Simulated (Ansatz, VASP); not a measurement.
C: VASP beside Ansatz

Contents of INCAR:

```
  ALGO = Normal
  EDIFF = 1E-7
  ENCUT = 520
  GGA = CA
  ISIF = 2
  ISMEAR = 0
  LASPH = T
  LCHARG = F
  LREAL = F
  LWAVE = F
  NBANDS = 11
  NELM = 80
  PREC = Accurate
  SIGMA = 0.05
```

Contents of KPOINTS:

```
k-points
0
Gamma
  12 12 12
```

POSCAR

```
C
1.0
    0.0000000000      1.9180677783      1.8584730372
    1.5207695043      0.0000000000      1.8584730372
    1.5207695043      1.9180677783      0.0000000000
C
2
Direct
    0.5000000000      0.5000000000      0.5000000000
    0.7500000000      0.7500000000      0.7500000000
```

Input for Ansatz:

```yaml
crystal:
  lattice:
    - [0.0, 1.9180677783, 1.8584730372]
    - [1.5207695043, 0.0, 1.8584730372]
    - [1.5207695043, 1.9180677783, 0.0]
  atoms:
    - { symbol: C, position: [0.5, 0.5, 0.5] }
    - { symbol: C, position: [0.75, 0.75, 0.75] }
basis:
  ecutwfc: 520.0
kpoints:
  mp_grid: { grid: [12, 12, 12] }
hamiltonian:
  xc: lda
  pseudopotentials: { kind: paw, azcp: { folder: soft_1 } }
scf:
  occupations: { method: gaussian, width: 0.05 }
output:
  forces: true
  stress: true
  eigenvalues: true
```

Change from the starting cell: strain +e along x and -e along y -0.1125, strain +e along z and -e/2 along x and y +0.0525.

Alike in both runs: task single point; functional LDA; k mesh 12 × 12 × 12; occupations gaussian, width 0.05 eV; no spin polarisation.

```csv
,VASP,Ansatz
version,VASP 6.6.1,Ansatz 0.2.0
potentials or method,"VASP PAW LDA potentials, release 64 (C)","scalar-relativistic, plane waves, PAW"
plane-wave cutoff (eV),520,520
valence electrons in the cell,8,8
```

Ansatz gave:

- gap on the k mesh at the Fermi level (eV): none
- pressure (GPa): 7.6
- largest component of the traceless stress (GPa): 107.80

Question: Estimate VASP's values.

Answer: gap on the k mesh at the Fermi level (eV): none; pressure (GPa): 9.3; largest component of the traceless stress (GPa): 107.55.

A gap of «none» marks a metal or a gap that the smearing closes. Ansatz warned: «pseudo_functional_mismatch».
